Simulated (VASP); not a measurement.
# O2CH in VASP: settings compared

One molecule, O2CH, is run at these levels: RPBE+D3(BJ), optB86b-vdW, rev-vdW-DF2, LDA; tasks: single point.

Everything below comes from runs of VASP 6.6.1. Logs are shortened: lines on timing, memory, paths and dates and some standing lists are left out, and cuts for length are marked.

**1. The molecule as given**

The cell holds a molecule in a box, 4 atoms: a = 12.501 Å, b = 13.001 Å, c = 13.501 Å, α = 90.00°, β = 90.00°, γ = 90.00°.

**2. Single point, RPBE+D3(BJ), collinear spin, ferromagnetic start**

INCAR

```
PREC = Accurate
ENCUT = 400
EDIFF = 1E-6
ISMEAR = 0
SIGMA = 0.01
LREAL = F
LASPH = T
NELM = 100
ALGO = Fast
ISIF = 2
LWAVE = F
LCHARG = F
ISPIN = 2
MAGMOM = 0.5 0.5 0.5 0.5
LORBIT = 11
NUPDOWN = 1
GGA = RP
IVDW = 12
NBANDS = 20
ISYM = 0
```

KPOINTS

```
regular mesh
0
Gamma
  1 1 1
```

POSCAR

```
HCO2                                    
1.0
   12.5008549775      0.0000000000      0.0000000000
    0.0000000000     13.0008549775      0.0000000000
    0.0000000000      0.0000000000     13.5008549775
  O               C               H             
     2     1     1
Selective dynamics
Direct
     0.5048703041000024    0.5354628166000026    0.4133508594999995   F   F   F
     0.4255790350312328    0.4923009787624666    0.5662560215449306   T   T   T
     0.4922508209889021    0.5054041277967326    0.4995861904793927   T   T   T
     0.5753364729397550    0.4793660221624146    0.5296561260106512   T   T   T
```

Potentials or basis: VASP PAW PBE potentials, release 64 (O, C, H).

Launch:

```
$ cat potpaw_PBE.64/O/POTCAR potpaw_PBE.64/C/POTCAR potpaw_PBE.64/H/POTCAR > POTCAR
$ mpirun -np 4 vasp_gam > vasp.out
```

OUTCAR:

```text
PREC = Accurate
   ENCUT = 400
   EDIFF = 1E-6
   ISMEAR = 0
   LREAL = F
   LASPH = T
   NELM = 100
   ISIF = 2
   ISPIN = 2
   LORBIT = 11
   NUPDOWN = 1
   GGA = RP
   IVDW = 12
   ISYM = 0
 IVDW          = 12

 ion  position               nearest neighbor table
   1  0.505  0.535  0.413-   3 1.24
   2  0.426  0.492  0.566-   3 1.24
   3  0.492  0.505  0.500-   4 1.17   1 1.24   2 1.24
   4  0.575  0.479  0.530-   3 1.17

IMPORTANT INFORMATION: All symmetrisations will be switched off!
NOSYMM: (Re-)initialisation of all symmetry stuff for point group C_1.

----------------------------------------------------------------------------------------

                                     Primitive cell

  volume of cell :    2194.1833

  direct lattice vectors                    reciprocal lattice vectors
    12.500854977  0.000000000  0.000000000     0.079994529  0.000000000  0.000000000
     0.000000000 13.000854977  0.000000000     0.000000000  0.076918018  0.000000000
     0.000000000  0.000000000 13.500854977     0.000000000  0.000000000  0.074069383

  length of vectors
    12.500854977 13.000854977 13.500854977     0.079994529  0.076918018  0.074069383

  position of ions in fractional coordinates (direct lattice)
     0.504870304  0.535462817  0.413350859
     0.425579035  0.492300979  0.566256022
     0.492250821  0.505404128  0.499586190
     0.575336473  0.479366022  0.529656126

  ion indices of the primitive-cell ions
   primitive index   ion index
                 1           1
                 2           2
                 3           3
                 4           4

----------------------------------------------------------------------------------------

 KPOINTS: regular mesh

Automatic generation of k-mesh.
 Grid dimensions read from file:
 generate k-points for:    1    1    1

 Generating k-lattice:

  Cartesian coordinates                     Fractional coordinates (reciprocal lattice)
     0.079994529  0.000000000  0.000000000     1.000000000  0.000000000  0.000000000
     0.000000000  0.076918018  0.000000000     0.000000000  1.000000000  0.000000000
     0.000000000  0.000000000  0.074069383     0.000000000  0.000000000  1.000000000

  Length of vectors
     0.079994529  0.076918018  0.074069383

  Shift w.r.t. Gamma in fractional coordinates (k-lattice)
     0.000000000  0.000000000  0.000000000

 Subroutine IBZKPT returns following result:
 ===========================================

 Found      1 irreducible k-points:

 Following reciprocal coordinates:
            Coordinates               Weight
  0.000000  0.000000  0.000000      1.000000
   k-points           NKPTS =      1   k-points in BZ     NKDIM =      1   number of bands    NBANDS=     20
   number of dos      NEDOS =    301   number of ions     NIONS =      4
   total plane-waves  NPLWV = 680400
   dimension x,y,z NGX =    84 NGY =   90 NGZ =   90
   dimension x,y,z NGXF=   168 NGYF=  180 NGZF=  180
   ions per type =               2   1   1
   NGX,Y,Z   is equivalent  to a cutoff of  11.17, 11.51, 11.08 a.u.
   NGXF,Y,Z  is equivalent  to a cutoff of  22.34, 23.02, 22.16 a.u.
 SYSTEM =  unknown system
   PREC   = accura    normal or accurate (medium, high low for compatibility)
   ISTART =      0    job   : 0-new  1-cont  2-samecut
   ICHARG =      2    charge: 1-file 2-atom 10-const
   ISPIN  =      2    spin polarized calculation?
   LNONCOLLINEAR =      F non collinear calculations
   LSORBIT =      F    spin-orbit coupling
   LASPH  =      T    aspherical Exc in radial PAW
   ENCUT  =  400.0 eV  29.40 Ry    5.42 a.u.  20.39 21.20 22.02*2*pi/ulx,y,z
   NELM   =    100;   NELMIN=  2; NELMDL= -5     # of ELM steps
   EDIFF  = 0.1E-05   stopping-criterion for ELM
   LREAL  =      F    real-space projection
   EDIFFG = 0.1E-04   stopping-criterion for IOM
   NSW    =      0    number of steps for IOM
   IBRION =     -1    ionic relax: 0-MD 1-quasi-New 2-CG
   NFREE  =      0    steps in history (QN), initial steepest desc. (CG)
   ISIF   =      2    stress and relaxation
   ISYM   =      0    0-nonsym 1-usesym 2-fastsym
   POTIM  = 0.5000    time-step for ionic-motion
   TEBEG  =    0.0;   TEEND  =   0.0 temperature during run
   PSTRESS=    0.0 pullay stress
   NELECT =      17.0000    total number of electrons
   NUPDOWN=       1.0000    fix difference up-down
   EMIN   =  10.00;   EMAX   =-10.00  energy-range for DOS
   EFERMI =   0.00;   METHOD = LEGACY
   ISMEAR =     0;   SIGMA  =   0.01  broadening in eV -4-tet -1-fermi 0-gaus
   EFERMI_NEDOS =   21; number of points for ismear=-14 and -15
   IALGO  =     68    algorithm
   IMIX   =      4    mixing-type and parameters
     AMIX     =   0.40;   BMIX     =  1.00
     AMIX_MAG =   1.60;   BMIX_MAG =  1.00
  volume/ion in A,a.u.               =     548.55      3701.77
  Fermi-wavevector in a.u.,A,eV,Ry     =   0.323942  0.612161  1.427771  0.104938
  Thomas-Fermi vector in A             =   1.213633
   LORBIT       =     11    0 simple, 1 ext, 2 COOP (PROOUT), +10 PAW based schemes
   GGA     = RP    functional components
   LHFCALC =     F    Hartree Fock is set to
   AEXX    =    0.0000 exact exchange contribution
   IVDW    =    12    specifies the selected vdW correction
   LEPSILON=     F    determine dielectric tensor
   LRPA    =     F    only Hartree local field effects (RPA)
 spin polarized calculation
 RMM-DIIS sequential band-by-band and
 Gauss-broadening in eV      SIGMA  =   0.01
  energy-cutoff  :      400.00
  volume of cell :     2194.18
 maximum number of plane-waves:     19912
 NGX is ok and might be reduce to    84
   NGX = 41   NGY = 43   NGZ = 45

 number of electron      17.0000004 magnetization       0.9999935

 Free energy of the ion-electron system (eV)
  ---------------------------------------------------
  ext. energy  EPLUGINS =         0.00000000
  ---------------------------------------------------
  free energy    TOTEN  =       -23.54345093 eV

  energy without entropy =      -23.54345093  energy(sigma->0) =      -23.54345093

 E-fermi :  -7.6715     XC(G=0):  -0.4195

 val. band max:       -7.7966435303   @ k =   0.0000   0.0000   0.0000
 cond. band min:      -6.4653922595   @ k =   0.0000   0.0000   0.0000
 fundamental gap:      1.3312512708
 Fermi energy:        -7.7537842302

 spin component 1

 k-point     1 :       0.0000    0.0000    0.0000
  band No.  band energies     occupation
      1     -28.4696      1.00000
      2     -26.8864      1.00000
      3     -15.5966      1.00000
      4     -12.9311      1.00000
      5     -12.2771      1.00000
      6     -11.7328      1.00000
[... 12 lines left out ...]
     19       1.4038      0.00000
     20       1.4409      0.00000
 Fermi energy:        -7.6715190601

 spin component 2

 k-point     1 :       0.0000    0.0000    0.0000
  band No.  band energies     occupation
      1     -28.0436      1.00000
      2     -26.3581      1.00000
      3     -14.9140      1.00000
      4     -12.5938      1.00000
      5     -11.8022      1.00000
      6     -11.6212      1.00000
[... 12 lines left out ...]
     19       1.4224      0.00000
     20       1.4450      0.00000

------------------------ aborting loop because EDIFF is reached ----------------------------------------

 Edisp (eV)   -0.22952

 E8    (eV) :    -0.0996

  FORCE on cell =-STRESS in cart. coord.  units (eV):
  Direction    XX          YY          ZZ          XY          YZ          ZX
  --------------------------------------------------------------------------------------
  -------------------------------------------------------------------------------------
  Total      -1.24578    -1.47056    -0.65941     0.07627    -0.25414    -0.36824
  in kB      -0.90966    -1.07380    -0.48149     0.05569    -0.18557    -0.26889
  external pressure =       -0.82 kB  Pullay stress =        0.00 kB

 VOLUME and BASIS-vectors are now :
 -----------------------------------------------------------------------------
  energy-cutoff  :      400.00
  volume of cell :     2194.18
      direct lattice vectors                 reciprocal lattice vectors
    12.500854977  0.000000000  0.000000000     0.079994529  0.000000000  0.000000000
     0.000000000 13.000854977  0.000000000     0.000000000  0.076918018  0.000000000
     0.000000000  0.000000000 13.500854977     0.000000000  0.000000000  0.074069383

 POSITION                                       TOTAL-FORCE (eV/Angst)
 -----------------------------------------------------------------------------------
      6.31131      6.96147      5.58059         0.039389      0.120137     -0.360892
      5.32010      6.40033      7.64494        -0.246260     -0.045946      0.259339
      6.15356      6.57069      6.74484         0.211279     -0.074728      0.100671
      7.19220      6.23217      7.15081        -0.004408      0.000537      0.000882
 -----------------------------------------------------------------------------------
    total drift:                               -0.000365     -0.000220      0.001181

  FREE ENERGIE OF THE ION-ELECTRON SYSTEM (eV)
  ---------------------------------------------------
  free  energy   TOTEN  =       -23.7729734332 eV

  energy  without entropy=      -23.7729734332  energy(sigma->0) =      -23.77297343

 total charge

# of ion       s       p       d       tot
------------------------------------------
    1        1.634   3.461   0.000   5.095
    2        1.634   3.460   0.000   5.095
    3        0.897   1.753   0.000   2.650
    4        0.550   0.034   0.000   0.584
--------------------------------------------------
tot          4.715   8.708   0.000  13.423

 magnetization (x)

# of ion       s       p       d       tot
------------------------------------------
    1        0.004   0.305   0.000   0.309
    2        0.004   0.304   0.000   0.308
    3       -0.010  -0.019   0.000  -0.029
    4        0.158  -0.001   0.000   0.157
--------------------------------------------------
tot          0.156   0.589   0.000   0.745
```

It took 51 s on 4 MPI ranks of Intel Xeon 6975P-C (Granite Rapids), shared host; peak memory 0.65 GiB.

Results:

- Free energy: -23.7730 eV
- Largest force: 0.382 eV/Å
- Net moment: 1.00 μB per cell
- Site moments: O +0.31; C -0.03; H +0.16 μB
- Valence electrons inside the program's atomic spheres: O 5.09; C 2.65; H 0.58
- Dispersion energy per atom: -0.057 eV

Forces in eV/Å, atoms in the order of the input:
```
O    0.039  0.120 -0.361
O   -0.246 -0.046  0.259
C    0.211 -0.075  0.101
H   -0.004  0.001  0.001
```

Caveat: the cutoff is under 1.25 times the usual one of these potentials, so pressure, stress and relaxed cells hold a basis-set (Pulay) error; the standard files for N, O and F lose accuracy on very short bonds; the PAW data sets were made with another functional, which shifts forces and pressure a little; the total moment is fixed, so each spin has its own Fermi level.

**3. Single point, optB86b-vdW, collinear spin, ferromagnetic start**

INCAR, as its differences from that of step 2:

```diff
@@ -16,4 +16,7 @@
 NUPDOWN = 1
-GGA = RP
-IVDW = 12
+GGA = MK
+LUSE_VDW = T
+AGGAC = 0.0
+PARAM1 = 0.1234
+PARAM2 = 1.0
 NBANDS = 20
```

KPOINTS is that of step 2.

POSCAR is that of step 2.

Potentials or basis: VASP PAW PBE potentials, release 64 (O, C, H).

Launch:

```
$ cat potpaw_PBE.64/O/POTCAR potpaw_PBE.64/C/POTCAR potpaw_PBE.64/H/POTCAR > POTCAR
$ mpirun -np 4 vasp_gam > vasp.out
```

Run time: 6.4 min. Hardware: 4 MPI ranks of Intel Xeon 6975P-C (Granite Rapids), shared host; peak memory 1.4 GiB.

It converged, with:

```
Free energy                                           : -19.2452 eV
Largest force                                         : 0.090 eV/Å
Net moment                                            : 1.00 μB per cell
Site moments                                          : O +0.31; C -0.02; H +0.15 μB
Valence electrons inside the program's atomic spheres : O 5.08; C 2.64; H 0.58
```

Forces in eV/Å, atoms in the order of the input:
```
O   -0.043  0.009 -0.012
O   -0.021  0.018 -0.033
C    0.072 -0.029  0.046
H   -0.009  0.002 -0.001
```

Caveat: the cutoff is under 1.25 times the usual one of these potentials, so pressure, stress and relaxed cells hold a basis-set (Pulay) error; the standard files for N, O and F lose accuracy on very short bonds; the PAW data sets were made with another functional, which shifts forces and pressure a little; the total moment is fixed, so each spin has its own Fermi level.

**4. Single point, rev-vdW-DF2, collinear spin, ferromagnetic start**

INCAR, as its differences from that of step 3:

```diff
@@ -20,3 +20,4 @@
 PARAM1 = 0.1234
-PARAM2 = 1.0
+PARAM2 = 0.711357
+ZAB_VDW = -1.8867
 NBANDS = 20
```

KPOINTS is that of step 3.

POSCAR is that of step 3.

Launch:

```
$ cat potpaw_PBE.64/O/POTCAR potpaw_PBE.64/C/POTCAR potpaw_PBE.64/H/POTCAR > POTCAR
$ mpirun -np 4 vasp_gam > vasp.out
```

Run time: 6.3 min. Hardware: 4 MPI ranks of Intel Xeon 6975P-C (Granite Rapids), shared host; peak memory 1.4 GiB.

It converged, with:

```
Free energy                                           : -19.9570 eV
Largest force                                         : 0.073 eV/Å
Net moment                                            : 1.00 μB per cell
Site moments                                          : O +0.31; C -0.02; H +0.15 μB
Valence electrons inside the program's atomic spheres : O 5.08; C 2.64; H 0.58
```

Forces in eV/Å, atoms in the order of the input:
```
O   -0.049 -0.006  0.033
O    0.011  0.025 -0.067
C    0.048 -0.021  0.036
H   -0.011  0.003 -0.001
```

Caveat: the cutoff is under 1.25 times the usual one of these potentials, so pressure, stress and relaxed cells hold a basis-set (Pulay) error; the standard files for N, O and F lose accuracy on very short bonds; the PAW data sets were made with another functional, which shifts forces and pressure a little; the total moment is fixed, so each spin has its own Fermi level.

**5. Single point, LDA, collinear spin, ferromagnetic start**

INCAR, as its differences from that of step 4:

```diff
@@ -16,8 +16,3 @@
 NUPDOWN = 1
-GGA = MK
-LUSE_VDW = T
-AGGAC = 0.0
-PARAM1 = 0.1234
-PARAM2 = 0.711357
-ZAB_VDW = -1.8867
+GGA = CA
 NBANDS = 20
```

KPOINTS is that of step 4.

POSCAR is that of step 4.

Potentials or basis: VASP PAW LDA potentials, release 64 (O, C, H).

Launch:

```
$ cat potpaw_LDA.64/O/POTCAR potpaw_LDA.64/C/POTCAR potpaw_LDA.64/H/POTCAR > POTCAR
$ mpirun -np 4 vasp_gam > vasp.out
```

OUTCAR:

```text
PREC = Accurate
   ENCUT = 400
   EDIFF = 1E-6
   ISMEAR = 0
   LREAL = F
   LASPH = T
   NELM = 100
   ISIF = 2
   ISPIN = 2
   LORBIT = 11
   NUPDOWN = 1
   GGA = CA
   ISYM = 0

 ion  position               nearest neighbor table
   1  0.505  0.535  0.413-   3 1.24
   2  0.426  0.492  0.566-   3 1.24
   3  0.492  0.505  0.500-   4 1.17   1 1.24   2 1.24
   4  0.575  0.479  0.530-   3 1.17

IMPORTANT INFORMATION: All symmetrisations will be switched off!
NOSYMM: (Re-)initialisation of all symmetry stuff for point group C_1.

----------------------------------------------------------------------------------------

                                     Primitive cell

  volume of cell :    2194.1833

[... 175 lines left out ...]
     20       1.5173      0.00000

------------------------ aborting loop because EDIFF is reached ----------------------------------------

  FORCE on cell =-STRESS in cart. coord.  units (eV):
  Direction    XX          YY          ZZ          XY          YZ          ZX
  --------------------------------------------------------------------------------------
  -------------------------------------------------------------------------------------
  Total       -1.9094664     -1.6621221     -2.7291250     -0.1302746      0.3171176      0.5324231
  in kB       -1.3942791     -1.2136700     -1.9927880     -0.0951256      0.2315570      0.3887716
  external PRESSURE =      -1.5335790 kB  Pullay stress =       0.0000000 kB

 VOLUME and BASIS-vectors are now :
 -----------------------------------------------------------------------------
  energy-cutoff  :      400.00
  volume of cell :     2194.18
      direct lattice vectors                 reciprocal lattice vectors
    12.500854977  0.000000000  0.000000000     0.079994529  0.000000000  0.000000000
     0.000000000 13.000854977  0.000000000     0.000000000  0.076918018  0.000000000
     0.000000000  0.000000000 13.500854977     0.000000000  0.000000000  0.074069383

 POSITION                                       TOTAL-FORCE (eV/Angst)
 -----------------------------------------------------------------------------------
      6.31131      6.96147      5.58059        -0.083649     -0.262110      0.761442
      5.32010      6.40033      7.64494         0.575887      0.107770     -0.588314
      6.15356      6.57069      6.74484        -0.546849      0.172972     -0.196923
      7.19220      6.23217      7.15081         0.054611     -0.018632      0.023796
 -----------------------------------------------------------------------------------
    total drift:                               -0.000014     -0.000252      0.001258

  FREE ENERGIE OF THE ION-ELECTRON SYSTEM (eV)
  ---------------------------------------------------
  free  energy   TOTEN  =       -25.7927842706 eV

  energy  without entropy=      -25.7927842706  energy(sigma->0) =      -25.79278427

 total charge

# of ion       s       p       d       tot
------------------------------------------
    1        1.617   3.452   0.000   5.069
    2        1.617   3.451   0.000   5.068
    3        0.880   1.767   0.000   2.647
    4        0.529   0.034   0.000   0.563
--------------------------------------------------
tot          4.643   8.704   0.000  13.347

 magnetization (x)

# of ion       s       p       d       tot
------------------------------------------
    1        0.004   0.298   0.000   0.302
    2        0.004   0.297   0.000   0.301
    3       -0.006  -0.006   0.000  -0.012
    4        0.149   0.000   0.000   0.150
--------------------------------------------------
tot          0.150   0.590   0.000   0.740
```

It took 27 s on 4 MPI ranks of Intel Xeon 6975P-C (Granite Rapids), shared host; peak memory 0.47 GiB.

Results:

| Item | Value |
| --- | --- |
| Free energy | -25.7928 eV |
| Largest force | 0.830 eV/Å |
| Net moment | 1.00 μB per cell |
| Site moments | O +0.30; C -0.01; H +0.15 μB |
| Valence electrons inside the program's atomic spheres | O 5.07; C 2.65; H 0.56 |

Forces in eV/Å, atoms in the order of the input:
```
O   -0.084 -0.262  0.761
O    0.576  0.108 -0.588
C   -0.547  0.173 -0.197
H    0.055 -0.019  0.024
```

Caveat: the cutoff is under 1.25 times the usual one of these potentials, so pressure, stress and relaxed cells hold a basis-set (Pulay) error; the standard files for N, O and F lose accuracy on very short bonds; the total moment is fixed, so each spin has its own Fermi level.

**6. Overview**

```tsv
level	potentials or basis	moment (μB)	largest force (eV/Å)
RPBE+D3(BJ)	VASP PAW PBE potentials, release 64 (O, C, H)	1.00	0.38
optB86b-vdW	VASP PAW PBE potentials, release 64 (O, C, H)	1.00	0.09
rev-vdW-DF2	VASP PAW PBE potentials, release 64 (O, C, H)	1.00	0.07
LDA	VASP PAW LDA potentials, release 64 (O, C, H)	1.00	0.83
```

Alike in all rows: task single point; spin collinear, ferromagnetic start; fixed moment (μB) 1; cell as given; k mesh 1 × 1 × 1; cutoff (eV) 400; smearing gaussian 0.01 eV.

Caveats: the cutoff is under 1.25 times the usual one of these potentials, so pressure, stress and relaxed cells hold a basis-set (Pulay) error; the standard files for N, O and F lose accuracy on very short bonds; the total moment is fixed, so each spin has its own Fermi level; the PAW data sets were made with another functional, which shifts forces and pressure a little (some runs).

Total energies depend on the potentials used, so only differences within one code and one set of settings carry meaning.
